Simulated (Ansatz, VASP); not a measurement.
# Hf in VASP and in Ansatz

```
CELL_PARAMETERS angstrom
3.20470 0.00000 0.00000
-1.60235 2.77535 0.00000
0.00000 0.00000 5.06840
ATOMIC_POSITIONS crystal
Hf 0.00000 0.00000 0.00000
Hf 0.33333 0.66667 0.50000
```

Alike in both runs: functional PBE; k mesh 15 × 15 × 8; occupations gaussian, width 0.1 eV; no spin polarisation.

Ansatz relaxed the structure, and its values are those at the end. VASP's run is a single point on that final structure, the one shown.

|  | VASP | Ansatz |
| --- | --- | --- |
| version | VASP 6.6.1 | Ansatz 0.2.0 |
| potentials or method | VASP PAW PBE potentials, release 64 (Hf_pv) | scalar-relativistic, plane waves, PAW |
| plane-wave cutoff (eV) | 520 | 420 |
| valence electrons in the cell | 20 | 52 |

|  | VASP | Ansatz | Ansatz less VASP |
| --- | --- | --- | --- |
| gap on the k mesh at the Fermi level (eV) | none | none | - |
| pressure (GPa) | -0.5 | 0.0 | +0.44 |

A gap of «none» marks a metal or a gap that the smearing closes. The two sets of potentials don't hold the same shells in valence.

The runs have no spin-orbit coupling, so splittings on Hf are missing.
